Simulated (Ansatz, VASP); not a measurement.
This is a calculation of Mg for Ansatz 0.2.0.

input.yaml

```yaml
crystal:
  lattice:
    - [3.2093, 0.0, 0.0]
    - [-1.60465, 2.7793353284, 0.0]
    - [0.0, 0.0, 5.2103]
  atoms:
    - { symbol: Mg, position: [0.6666666667, 0.3333333333, 0.75] }
    - { symbol: Mg, position: [0.3333333333, 0.6666666667, 0.25] }
hamiltonian:
  xc: pbe
  pseudopotentials: { kind: paw }
kpoints:
  mp_grid: { grid: [10, 10, 5] }
scf:
  occupations: { method: fermi_dirac, width: 0.05 }
output:
  forces: true
  stress: true
relax:
  f_tol: 0.01
  max_steps: 40
  cell: { stress_tol: 0.05 }
```

Potentials or basis: Ansatz PAW.

Command:

```sh
$ ansatz run input.yaml --threads 2 --pin off --max-ram 5632MiB --backend cpu --events-out ev --progress --plain --runs-dir out
```

**Question.** Translate it to VASP 6.6.1. Potentials there: VASP PAW PBE potentials, release 54 (Mg).

**Answer.** As run (the cutoff follows the program's own potentials):

File INCAR:

```
ALGO = Normal
EDIFF = 1E-6
EDIFFG = -0.005
ENCUT = 600
GGA = PE
IBRION = 2
ISIF = 3
ISMEAR = -1
LASPH = True
LCHARG = False
LREAL = False
LWAVE = False
NELM = 80
NSW = 40
PREC = Accurate
SIGMA = 0.05
```

Contents of KPOINTS:

```
k-points
0
Gamma
  10 10 5
```

POSCAR

```
Mg
1.0
    3.2093000000      0.0000000000      0.0000000000
   -1.6046500000      2.7793353284      0.0000000000
    0.0000000000      0.0000000000      5.2103000000
Mg
2
Direct
    0.6666666667      0.3333333333      0.7500000000
    0.3333333333      0.6666666667      0.2500000000
```

Potentials or basis: VASP PAW PBE potentials, release 54 (Mg).

Run with:

```console
$ cat potpaw_PBE.54/Mg/POTCAR > POTCAR
$ mpirun -np 1 vasp_std > vasp.out
```

Both were run:

|  | VASP | Ansatz | Ansatz less VASP |
| --- | --- | --- | --- |
| relaxed volume (Å³/atom) | 22.93 | 23.02 | +0.099 |
| relaxed cell length with the largest relative difference (Å) | 5.289 | 5.298 | +0.0084 |
| energy change over the relaxation (meV/atom) | -3 | -3 | +0.2 |

The two sets of potentials don't hold the same shells in valence.

Caveats: the plane-wave basis is chosen anew once the cell has moved, so the energies of steps on either side of that aren't comparable (Ansatz).
